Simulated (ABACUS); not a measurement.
# Ge (I4_1/amd) in ABACUS: further runs

Runs on Ge. Level: PBEsol. Tasks: equation of state.

All numbers are computed with ABACUS 3.10.1; they aren't measurements. Logs are shortened: lines on timing, memory, paths and dates and some standing lists are left out, and cuts for length are marked.

## Step 1: Starting point

Symmetry: I4_1/amd, No. 141, tetragonal system. The conventional cell has a = 5.149 Å, b = 5.149 Å, c = 2.795 Å, α = 90.00°, β = 90.00°, γ = 90.00°. Ge (site symmetry -4m2) has 6 Ge at 2.67 to 2.79 Å as nearest neighbours.

This isn't the form of Ge at room conditions, which is diamond.

## Step 2: Equation of state, PBEsol, 17.41 Å³/atom (volume scaled by 0.94)

run_abacus.py

```python
"""ABACUS run from a structure file: ASE reads it, the script writes STRU, KPT and INPUT."""
import re
import subprocess
from ase.io import read
from ase.units import Bohr

atoms = read("POSCAR")
atoms = atoms[(-atoms.numbers).argsort(kind="stable")]  # ABACUS lists atoms element by element
pseudo = {'Ge': 'Ge.upf'}
orbital = {}
magmoms = None
kmesh = [9, 9, 9]
params = {
    'suffix': 'Ge',
    'calculation': 'scf',
    'basis_type': 'pw',
    'pseudo_dir': './',
    'symmetry': 1,
    'dft_functional': 'pbesol',
    'ecutwfc': 124,
    'pseudo_rcut': 10,
    'nspin': 1,
    'nbands': 27,
    'ks_solver': 'dav',
    'smearing_method': 'fd',
    'smearing_sigma': 0.00367493,
    'scf_thr': 1e-08,
    'scf_nmax': 100,
    'mixing_type': 'broyden',
    'mixing_beta': 0.7,
    'cal_force': 1,
    'cal_stress': 1,
    'kpar': 4,
}

symbols = atoms.get_chemical_symbols()
elements = list(dict.fromkeys(symbols))
lines = ["ATOMIC_SPECIES"] + [f"{e} {atoms.get_masses()[symbols.index(e)]:.4f} {pseudo[e]}" for e in elements]
if orbital:
    lines += ["", "NUMERICAL_ORBITAL"] + [orbital[e] for e in elements]
lines += ["", "LATTICE_CONSTANT", f"{1 / Bohr:.10f}", "", "LATTICE_VECTORS"]
lines += [" ".join(f"{x:.10f}" for x in v) for v in atoms.cell]
lines += ["", "ATOMIC_POSITIONS", "Direct"]
for e in elements:
    lines += ["", e, "0.0", str(symbols.count(e))]
    for i, p in enumerate(atoms.get_scaled_positions(wrap=False)):
        if symbols[i] == e:
            mag = "" if magmoms is None else " mag " + " ".join(str(x) for x in (magmoms[i] if isinstance(magmoms[i], list) else [magmoms[i]]))
            lines.append(" ".join(f"{x:.10f}" for x in p) + " 1 1 1" + mag)
open("STRU", "w").write("\n".join(lines) + "\n")
open("KPT", "w").write("K_POINTS\n0\nGamma\n%d %d %d 0 0 0\n" % tuple(kmesh))
open("INPUT", "w").write("INPUT_PARAMETERS\n" + "".join(f"{k:<20s}{v}\n" for k, v in params.items()))

done = subprocess.run(['mpirun', '-np', '4', 'abacus'])
if done.returncode:
    raise SystemExit(done.returncode)
log = open("OUT.Ge/running_scf.log").read()
print("final energy (eV):", re.findall(r"FINAL_ETOT_IS (\S+)", log))
```

POSCAR

```
Ge
1.0
   -2.5219343658      2.5219343658      1.3688860134
    2.5219343658     -2.5219343658      1.3688860134
    2.5219343658      2.5219343658     -1.3688860134
Ge
2
Direct
    0.5000000000      0.5000000000      0.0000000000
    0.2500000000      0.7500000000      0.5000000000
```

Potentials or basis: PseudoDojo NC SR 0.4 PBEsol stringent, plane waves.

Launch:

```
> OMP_NUM_THREADS=1 python run_abacus.py > log
```

running log:

```text
ABACUS v3.10.1

               Atomic-orbital Based Ab-initio Computation at UStc

 ------------------------------------------------------------------------------------

 READING GENERAL INFORMATION
                           global_out_dir = OUT.Ge/
                           global_in_card = INPUT
                               pseudo_dir = ./
                              orbital_dir =
                                    DSIZE = 4
                                    GSIZE = 1

 READING UNITCELL INFORMATION
                                    ntype = 1
                  lattice constant (Bohr) = 1.88973
              lattice constant (Angstrom) = 1

 READING ATOM TYPE 1
                               atom label = Ge
                      L=0, number of zeta = 1
                      L=1, number of zeta = 1
                      L=2, number of zeta = 1
             number of atom for this type = 2

                        TOTAL ATOM NUMBER = 2
DIRECT COORDINATES
    atom                   x                   y                   z     mag                  vx                  vy                  vz
taud_Ge1            0.5000000000        0.5000000000        0.0000000000  0.0000        0.0000000000        0.0000000000        0.0000000000
taud_Ge2            0.2500000000        0.7500000000        0.5000000000  0.0000        0.0000000000        0.0000000000        0.0000000000

                          Volume (Bohr^3) = 235.013
                             Volume (A^3) = 34.8253

 Lattice vectors: (Cartesian coordinate: in unit of a_0)
             -2.52193            +2.52193            +1.36889
             +2.52193            -2.52193            +1.36889
             +2.52193            +2.52193            -1.36889
 Reciprocal vectors: (Cartesian coordinate: in unit of 2 pi/a_0)
                   +0           +0.198261           +0.365261
            +0.198261                  +0           +0.365261
            +0.198261           +0.198261                  +0
 The esolver type has been set to : ksdft_pw

                PAO radial cut off (Bohr) = 10

 Read in pseudopotential file is Ge.upf
                     pseudopotential type = NC
          exchange-correlation functional = PBESOL
                 nonlocal core correction = 1
                        valence electrons = 22
                                     lmax = 2
                           number of zeta = 5
                     number of projectors = 6
                           L of projector = 0
                           L of projector = 0
                           L of projector = 1
                           L of projector = 1
                           L of projector = 2
                           L of projector = 2
     initial pseudo atomic orbital number = 26

 SETUP THE ELECTRONS NUMBER
            electron number of element Ge = 22
      total electron number of element Ge = 44
            AUTOSET number of electrons:  = 44
                           occupied bands = 22
                                   NBANDS = 27
                                   NLOCAL = 18

%%%%%%%%%%%%%%%%%%%%%%%%%%%%%%%%%%%%%%%%%%%%%%%%%%%%%%%%%%%%%%%%%%%%%%%%%%%%%%%%%%%%%%%%%%%%%%%%%%%%%%%%%%
 Warning: the number of valence electrons in pseudopotential > 4 for Ge: [Ar] 3d10 4s2 4p2
 Pseudopotentials with additional electrons can yield (more) accurate outcomes, but may be less efficient.
 If you're confident that your chosen pseudopotential is appropriate, you can safely ignore this warning.
%%%%%%%%%%%%%%%%%%%%%%%%%%%%%%%%%%%%%%%%%%%%%%%%%%%%%%%%%%%%%%%%%%%%%%%%%%%%%%%%%%%%%%%%%%%%%%%%%%%%%%%%%%

 SETUP THE PLANE WAVE BASIS
 energy cutoff for charge/potential (unit:Ry) = 496
            fft grid for charge/potential = [ 54, 54, 54 ]
                        fft grid division = [ 1, 1, 1 ]
        big fft grid for charge/potential = [ 54, 54, 54 ]
                                     nbxx = 157464
                                     nrxx = 157464

 SETUP PLANE WAVES FOR CHARGE/POTENTIAL
                    number of plane waves = 43975
                         number of sticks = 1385

 PARALLEL PW FOR CHARGE/POTENTIAL
     PROC   COLUMNS(POT)             PW
        1           1385          43975
 --------------- sum -------------------
        1           1385          43975
                            number of |g| = 2452
                                  max |g| = 44.8659
                                  min |g| = 0

----------- Double Check Mixing Parameters Begin ------------
mixing_type: broyden
mixing_beta: 0.7
mixing_gg0: 1
mixing_gg0_min: 0.1
mixing_ndim: 8
----------- Double Check Mixing Parameters End ------------

 LATTICE VECTORS: (CARTESIAN COORDINATE: IN UNIT OF A0)
[... 23 lines left out ...]
              PURE POINT GROUP OPERATIONS = 8
                   SPACE GROUP OPERATIONS = 16
                                       C2 = 3
                                       C3 = 0
                                       C4 = 0
                                       C6 = 0
                                       S1 = 2
                                       S3 = 0
                                       S4 = 2
                                       S6 = 0
                              POINT GROUP = D_2d
               POINT GROUP IN SPACE GROUP = D_4h

 SETUP K-POINTS
                                    nspin = 1
                   Input type of k points = Monkhorst-Pack(Gamma)
                                   nkstot = 729
                       right hand lattice = 1
(for reciprocal lattice: )
                             BRAVAIS TYPE = 6
                     BRAVAIS LATTICE NAME = 06. Tetrogonal I (body-centered)
                                    ibrav = 6
                       right hand lattice = 1
(for k-lattice: )
                             BRAVAIS TYPE = 6
                     BRAVAIS LATTICE NAME = 06. Tetrogonal I (body-centered)
                                    ibrav = 6
                       right hand lattice = 1
                        ROTATION MATRICES = 16
                               nkstot_ibz = 75
K-POINTS REDUCTION ACCORDING TO SYMMETRY
     IBZ    DIRECT_X    DIRECT_Y    DIRECT_Z  WEIGHT  ibz2bz
       1  0.00000000  0.00000000  0.00000000  0.0014       0
       2 -0.11111111  0.00000000  0.11111111  0.0110       1
       3 -0.22222222  0.00000000  0.22222222  0.0110       2
       4 -0.33333333  0.00000000  0.33333333  0.0110       3
       5 -0.44444444  0.00000000  0.44444444  0.0110       4
       6  0.11111111  0.11111111 -0.22222222  0.0110      10
[... 22 lines left out ...]
      29 -0.11111111  0.11111111  0.11111111  0.0055      98
      30  0.22222222  0.22222222  0.44444444  0.0110     101
[... 45 further k points ...]

                               nkstot now = 75
[... K-POINTS DIRECT COORDINATES: 75 rows ...]

           k-point number in this process = 19
       minimum distributed K point number = 18
[... stars of the k points ...]

[... K-POINTS CARTESIAN COORDINATES: 19 rows ...]

[... K-POINTS DIRECT COORDINATES: 19 rows ...]

 SETUP PLANE WAVES FOR WAVE FUNCTIONS
     energy cutoff for wavefunc (unit:Ry) = 124
              fft grid for wave functions = [ 54, 54, 54 ]
                    number of plane waves = 7115
                         number of sticks = 401

 PARALLEL PW FOR WAVE FUNCTIONS
     PROC   COLUMNS(POT)             PW
        1            401           7115
 --------------- sum -------------------
        1            401           7115

 SETUP NONLOCAL PSEUDOPOTENTIALS IN PLANE WAVE BASIS
 Ge non-local projectors:
 projector 1 L=0
 projector 2 L=0
 projector 3 L=1
 projector 4 L=1
 projector 5 L=2
 projector 6 L=2
      TOTAL NUMBER OF NONLOCAL PROJECTORS = 36

 Init Non-Local PseudoPotential table :
 Init Non-Local-Pseudopotential done.

                                     npwx = 5491

 Make real space PAO into reciprocal space.
       max mesh points in Pseudopotential = 1001
     dq(describe PAO in reciprocal space) = 0.01
                                    max q = 1341

 number of pseudo atomic orbitals for Ge is 5
WARNING: norm of atomic wavefunction # 5 of atomic type Ge is 0.99981, renormalized

 -------------------------------------------
 SELF-CONSISTENT
 -------------------------------------------
                                 init_chg = atomic

 PW ALGORITHM --------------- ION=   1  ELEC=   1--------------------------------

 Notice: Threshold on eigenvalues was too large.
 hsover_error=0.44 > DRHO=0.00927191
 Origin diag ethr = 0.01
 New diag ethr = 2.10725e-05

 Density error is 0.00943061231566
                          Error Threshold = 2.10725137416e-05
----------------------------------------------------------
     Energy           Rydberg                 eV
----------------------------------------------------------
 E_KohnSham     -1117.8223769083     -15208.7536778559
 E_Harris       -1120.2650020469     -15241.9872978193
 E_Fermi        1.0580309960         14.3952502067
----------------------------------------------------------
[... 51 lines left out ...]
 Density error is 1.3006278839e-09
                          Error Threshold = 4.93352794277e-10
----------------------------------------------------------
     Energy           Rydberg                 eV
----------------------------------------------------------
 E_KohnSham     -1117.8235442835     -15208.7695608109
 E_KS(sigma->0) -1117.8233089551     -15208.7663590036
 E_Harris       -1117.8239441466     -15208.7750012277
 E_band         -138.8821576251      -1889.5886942361
 E_one_elec     -872.3305268875      -11868.6657050118
 E_Hartree      428.5114825641       5830.1978212997
 E_xc           -109.1251607481      -1484.7239813397
 E_Ewald        -564.8788685553      -7685.5712921445
 E_entropy(-TS) -0.0004706568        -0.0064036147
 E_descf        0.0000000000         0.0000000000
 E_exx          0.0000000000         0.0000000000
 E_Fermi        1.0545781921         14.3482723993
----------------------------------------------------------

 charge density convergence is achieved
 final etot is -15208.769561 eV
 EFERMI = 14.348272399 eV

 STATE ENERGY(eV) AND OCCUPATIONS    NSPIN == 1
 1/19 kpoint (Cartesian) = 0.0000 0.0000 0.0000 (5437 pws)
       1       -149.069     0.00274348
       2       -149.068     0.00274348
       3       -96.3945     0.00274348
       4       -96.3943     0.00274348
       5       -96.3775     0.00274348
       6       -96.3775     0.00274348
[... 164 lines left out ...]
      26        20.7267    8.69095e-58
      27        20.9067    2.37611e-59

[... levels at 13 further k points ...]

------------------------------------------------------------------------------------------
 TOTAL-FORCE (eV/Angstrom)
------------------------------------------------------------------------------------------
                       Ge1         0.0000000000         0.0000000000         0.0000000000
                       Ge2         0.0000000000         0.0000000000         0.0000000000
------------------------------------------------------------------------------------------

----------------------------------------------------------------
 TOTAL-STRESS (KBAR)
----------------------------------------------------------------
        49.2514786707        -0.0000000000         0.0000000000
        -0.0000000000        49.2514786707        -0.0000000000
        -0.0000000000        -0.0000000000        48.8229498477
----------------------------------------------------------------
 TOTAL-PRESSURE: 49.108636 KBAR

 --------------------------------------------
 !FINAL_ETOT_IS -15208.7695608108842862 eV
 --------------------------------------------
```

It took 49 s on 4 MPI ranks of Intel Xeon Platinum 8488C (Sapphire Rapids), shared host; peak memory 0.64 GiB.

Results:

| Item | Value |
| --- | --- |
| Free energy | -15208.7696 eV |
| Pressure | 4.9 GPa |
| Band gap on the k mesh | none (metal or under the smearing width) |

## Step 3: Equation of state, PBEsol, 18.15 Å³/atom (volume scaled by 0.98)

run_abacus.py is that of step 2.

POSCAR

```
Ge
1.0
   -2.5572107439      2.5572107439      1.3880337523
    2.5572107439     -2.5572107439      1.3880337523
    2.5572107439      2.5572107439     -1.3880337523
Ge
2
Direct
    0.5000000000      0.5000000000      0.0000000000
    0.2500000000      0.7500000000      0.5000000000
```

Potentials or basis: PseudoDojo NC SR 0.4 PBEsol stringent, plane waves.

Launch:

```
> OMP_NUM_THREADS=1 python run_abacus.py > log
```

It took 49 s on 4 MPI ranks of Intel Xeon Platinum 8488C (Sapphire Rapids), shared host; peak memory 0.68 GiB.

It converged, with:

| Property | Result |
| --- | --- |
| Free energy | -15208.7971 eV |
| Pressure | 1.1 GPa |
| Band gap on the k mesh | none (metal or under the smearing width) |

## Step 4: Equation of state, PBEsol, 18.89 Å³/atom (volume scaled by 1.02)

run_abacus.py is that of step 3.

POSCAR

```
Ge
1.0
   -2.5915398167      2.5915398167      1.4066673013
    2.5915398167     -2.5915398167      1.4066673013
    2.5915398167      2.5915398167     -1.4066673013
Ge
2
Direct
    0.5000000000      0.5000000000      0.0000000000
    0.2500000000      0.7500000000      0.5000000000
```

Launch:

```
> OMP_NUM_THREADS=1 python run_abacus.py > log
```

Run time: 50 s. Hardware: 4 MPI ranks of Intel Xeon Platinum 8488C (Sapphire Rapids), shared host; peak memory 0.68 GiB.

Results (log left out):

```
Free energy            : -15208.7927 eV
Pressure               : -2.0 GPa
Band gap on the k mesh : none (metal or under the smearing width)
```

## Step 5: Equation of state, PBEsol, 19.64 Å³/atom (volume scaled by 1.06)

run_abacus.py is that of step 4.

POSCAR

```
Ge
1.0
   -2.6249827287      2.6249827287      1.4248198492
    2.6249827287     -2.6249827287      1.4248198492
    2.6249827287      2.6249827287     -1.4248198492
Ge
2
Direct
    0.5000000000      0.5000000000      0.0000000000
    0.2500000000      0.7500000000      0.5000000000
```

Launch:

```
> OMP_NUM_THREADS=1 python run_abacus.py > log
```

It took 51 s on 4 MPI ranks of Intel Xeon Platinum 8488C (Sapphire Rapids), shared host; peak memory 0.72 GiB.

The run converged. Its results:

- Free energy: -15208.7629 eV
- Pressure: -4.4 GPa
- Band gap on the k mesh: none (metal or under the smearing width)

## Step 6: Equation of state, PBEsol

Potentials or basis: PseudoDojo NC SR 0.4 PBEsol stringent, plane waves.

This step only gathers the single runs of the series.

Results:

```yaml
Equilibrium_volume: 18.41 Å³/atom
Bulk_modulus_at_fixed_shape_and_positions: 79 GPa
Pressure_derivative_of_the_bulk_modulus: "4.6 (rough: it moves with the points fitted)"
```

Energy against volume, from the lowest point:
```tsv
volume (Å³/atom)	energy (meV/atom)
17.413	13.75
18.154	0.00
18.895	2.18
19.636	17.06
```

Caveat: the cell was scaled at fixed shape and fractional positions, which overstates the stiffness of a crystal with free parameters, most of all of layers and chains.
